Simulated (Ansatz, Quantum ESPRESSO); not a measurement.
One calculation of Na, 3 ways

```
CELL_PARAMETERS angstrom
-2.14100 2.14100 2.14100
2.14100 -2.14100 2.14100
2.14100 2.14100 -2.14100
ATOMIC_POSITIONS crystal
Na 0.00000 0.00000 0.00000
```

Alike in all runs: task band structure; functional PBEsol; k mesh 9 × 9 × 9; occupations fermi-dirac, width 0.05 eV; no spin polarisation; no spin-orbit coupling. Pressure is positive in compression and, in plane waves, holds the error of the finite cutoff, which Ansatz's Pulay term estimates and takes out.

```json
{"program and potentials": "Ansatz, all-electron LAPW, scalar-relativistic", "plane-wave cutoff (eV)": "-", "notes": "-", "pressure (GPa)": "-0.55"}
{"program and potentials": "Ansatz, PAW datasets made for the crystal", "plane-wave cutoff (eV)": "160", "notes": "-", "pressure (GPa)": "-0.55"}
{"program and potentials": "Quantum ESPRESSO, PseudoDojo 0.4.1 SR PBEsol standard", "plane-wave cutoff (eV)": "1197", "notes": "-", "pressure (GPa)": "-0.54"}
```

The pressure spans -0.55 (Ansatz, PAW datasets made for the crystal) to -0.54 GPa (Quantum ESPRESSO, PseudoDojo 0.4.1 SR PBEsol standard), with all-electron results at -0.55.

Differences between rows come from potentials, basis sets and numerical settings, since the functional is the same but for its coding. Runs on potential files found faulty are left out.
